In a crystal, the same atomic orbital gives different energies according to the phase with which its wave repeats from atom to atom. Each row below is one such phase pattern in platinum, set by points a, b and c along the reciprocal cell vectors. Row 1 is Γ, where all atoms are in phase, and row 4 is L, on the zone boundary. What do the d levels at these two points imply for row 6, five sixths of the way from Γ to the boundary point X, and for row 7, the zone corner W?

Kohn-Sham levels of fcc platinum (one-atom primitive cell) relative to the Fermi energy, computed with exciting sodium (a release name) using PBE and all-electron LAPW+lo, without spin polarisation or spin-orbit coupling. The k mesh is 12×12×12, with Gaussian smearing of 0.024 eV.

| point a (reciprocal cell vector) | point b (reciprocal cell vector) | point c (reciprocal cell vector) | level under 4 (eV) | level under 3 (eV) | level under 2 (eV) | level under 1 (eV) | level over 1 (eV) | level over 2 (eV) |
| --- | --- | --- | --- | --- | --- | --- | --- | --- |
| 0.0000 | 0.0000 | 0.0000 | -3.83 | -3.827 | -1.665 | -1.665 | 14.587 | 19.530 |
| 0.3333 | 0.0000 | 0.0000 | -3.63 | -3.310 | -0.851 | -0.850 | 10.373 | 15.407 |
| 0.4167 | 0.0000 | 0.0000 | -3.82 | -1.618 | -0.233 | -0.233 | 7.399 | 14.481 |
| 0.5000 | 0.0000 | 0.0000 | -7.37 | -3.894 | -3.894 | -0.500 | 0.023 | 0.023 |
| 0.2500 | 0.2500 | 0.0000 | -3.04 | -2.164 | -2.164 | -0.889 | 17.250 | 17.250 |
| 0.4167 | 0.4167 | 0.0000 | ? | ? | ? | ? | ? | ? |
| 0.7500 | 0.5000 | 0.2500 | ? | ? | ? | ? | ? | ? |

**Rows 1 to 4, from Γ to L.** The columns count outward from the Fermi energy and do not follow bands. The upper d pair climbs from -1.665 eV at Γ to 0.023 eV at L, where it has moved from "under" to "over". A chain of atoms with one s orbital each shows why a level climbs: neighbours in phase bond, and neighbours in opposite phase antibond. The likeness ends at one orbital and two neighbours, since platinum has five d orbitals and twelve nearest neighbours, some of which can bond while others antibond.

The simplest model keeps those twelve neighbours and the d orbitals alone. It has a centre $E_0$ and three couplings, $V_\sigma$, $V_\pi$ and $V_\delta$, for orbitals that meet head on, side by side and face to face. Four levels fix the four constants: the two d levels at Γ and the two d pairs at L. Symmetry keeps s and p orbitals out of all four.

Of the two solutions, the one with $V_\sigma$ strongest and $V_\delta$ weakest is taken, as expected from how well the orbitals overlap. The model reproduces the four levels by construction, so its tests lie between Γ and L. For the d pairs of rows 2 and 3 it is at most 0.15 eV too high. Of each lower pair the table lists only one level, in the column "level under 4"; its partner lies beyond the columns.

**Row 5, halfway to X.** The single level at -0.889 eV, which also took no part in the fit, comes out within 0.04 eV. The pair at -2.164 eV lies 0.50 eV below the model. Symmetry allows this pair to mix with higher p levels, which push it down, whereas the single level is protected. More distant neighbours could contribute to the shift too, and these rows don't separate the two causes.

**Row 6, the forecast.** The p mixing must vanish at Γ and X, and between them it should vary roughly as the squared sine of the phase. A quarter of the row 5 shift is therefore kept. A steep s-p level also passes through this region. Its estimate starts from -1.618 eV in row 3, the same fraction of the way to L, and adds the free-electron energy difference of about 1.7 eV.

- Level under 1: a single d level at -0.15 ± 0.15 eV.
- Levels over 1 and 2: a d pair at +0.09 ± 0.2 eV, whose side of the Fermi energy is not secure.
- Steep s-p level: +0.1 ± 1 eV, filled or empty.
- Deep d level: -6.35 ± 0.4 eV, in level under 2 if the steep level is empty, otherwise in level under 3. This placing assumes that the d pair is empty and that the lowest s-d level lies deeper.

The error bars here and below are judgements guided by the earlier misses, not statistics.

**Row 7, the forecast.** The highest d level at W can be worked out by hand. Its orbital points its four lobes at four neighbours, each with coupling $\tfrac34V_\sigma+\tfrac14V_\delta$. At W these four are all in opposite phase, and the contributions of the other eight vanish:

$$E=E_0-3V_\sigma-V_\delta=-2.34+2.81+0.03=0.50\ \text{eV}.$$

Neither s nor p orbitals mix with this level at W.

The next level down does mix with s. At L, s mixing lowers the deepest level by about 3.4 eV relative to the d-only model. The squared coupling at W is one ninth of that at L. If the lowering simply follows the squared coupling, it is about 0.4 eV at W. The d-only value of -1.3 eV then becomes -1.7 eV.

- Level over 1: +0.50 ± 0.3 eV.
- Level under 1: -1.7 ± 0.5 eV.
- Levels under 2 and 3: a pair at -5.4 ± 1.9 eV. Mixing with p lowers it by an amount the model cannot fix, so the range runs from the row 5 shift down to the deepest level at L, a rough floor.
- Level under 4: a single level below that pair.
- Level over 2: several eV up, with no figure.

The withheld rows as computed:

| point a (reciprocal cell vector) | point b (reciprocal cell vector) | point c (reciprocal cell vector) | level under 4 (eV) | level under 3 (eV) | level under 2 (eV) | level under 1 (eV) | level over 1 (eV) | level over 2 (eV) |
| --- | --- | --- | --- | --- | --- | --- | --- | --- |
| 0.4167 | 0.4167 | 0.0000 | -52.67 | -6.989 | -6.510 | -0.136 | 0.008 | 0.008 |
| 0.7500 | 0.5000 | 0.2500 | -5.71 | -4.591 | -4.591 | -2.041 | 0.484 | 7.113 |

**Row 6, the outcome.** The single level lies at -0.136 eV, within 0.02 eV of its forecast. The pair is at 0.008 eV, about 0.08 eV lower than predicted but well inside the range. Its position above the Fermi energy is no success for the model, because the distance from zero is far smaller than the error bar of the forecast. Spin-orbit coupling, which this calculation leaves out, would split and shift such levels by far more.

The level at -52.67 eV is core-like 5p, so only three valence levels lie below the Fermi energy here. The steep level therefore lies above it, level with the pair or higher. That is compatible with its wide forecast, but the table gives no upper limit to test it by. The deep d level is best matched with -6.51 eV, 0.16 eV below the forecast. That match rests on closeness in energy, since the level at -6.989 eV is not far away.

**Row 7, the outcome.** The highest d level is at 0.484 eV, within 0.02 eV of the hand estimate. Two points on the Γ-L line thus fix a level at a distant corner, because the same couplings act there and only the phases differ.

The level below it is at -2.041 eV, 0.36 eV lower than forecast though within the range. If s mixing alone lowers it, the effect is about twice the estimate. An estimate on the low side is to be expected. A lowering follows the squared coupling only while it is small beside the distance to the s level. In the strong mixing at L it lags behind, so one ninth of it is too little for W even at an equal distance. The distance may also differ between the two points, which these rows don't settle.

The pair at -4.591 eV lies 0.85 eV above the middle of its range, so that midpoint overstated the p mixing. The range was wide enough to make this a weak success. The single level below the pair and the empty level several eV up, at 7.113 eV, both appear as forecast.

At W the misses thus follow the mixing: tiny for the level that symmetry protects, and much larger for those that s or p orbitals can reach. When d levels are carried from a few points to others, the first question is therefore which orbitals symmetry allows to mix there. The printed output that follows gives the constants and the differences between forecast and calculation.

The analysis program printed:

```
Centre of the d levels in the model (eV): -2.339
Sigma coupling between neighbours (eV): -0.9361
Pi coupling between neighbours (eV): 0.3708
Delta coupling between neighbours (eV): -0.03262
Row 2 upper d pair, model less computed (eV): 0.1494
Row 3 upper d pair, model less computed (eV): 0.05714
Row 2 lower d pair, model less computed (eV): 0.05424
Row 3 lower d pair, model less computed (eV): 0.01636
Row 5 single top level, model less computed (eV): 0.03328
Row 5 pair, bare model less computed, taken as p mixing (eV): 0.5014
Forecast of level under 1 in rows 6 and 7 (eV): -0.1548, -1.685
Forecast less computed, level under 1 in rows 6 and 7 (eV): -0.01879, 0.3563
Forecast of level over 1 in rows 6 and 7 (eV): 0.08687, 0.5019
Forecast less computed, level over 1 in rows 6 and 7 (eV): 0.07887, 0.0179
Forecast of deep d level in row 6 and of lower pair in row 7 (eV): -6.351, -5.443
Forecast less computed, deep level in row 6 and lower pair in row 7 (eV): 0.1586, -0.8524
Half width of the range for the lower pair in row 7 (eV): 1.927
Forecast of the steep s-p level in row 6 (eV): 0.08007
Steep level forecast less level under 2 in row 6, meaningful only if that level is the steep one (eV): 6.59
Computed levels (eV):
     row  under 4  under 3  under 2  under 1  over 1  over 2
     0.0    -3.83   -3.827   -1.665   -1.665   14.59   19.53
  0.3333    -3.63    -3.31   -0.851    -0.85   10.37   15.41
  0.4167    -3.82   -1.618   -0.233   -0.233   7.399   14.48
     0.5    -7.37   -3.894   -3.894     -0.5   0.023   0.023
    0.25    -3.04   -2.164   -2.164   -0.889   17.25   17.25
  0.4167   -52.67   -6.989    -6.51   -0.136   0.008   0.008
    0.75    -5.71   -4.591   -4.591   -2.041   0.484   7.113
```
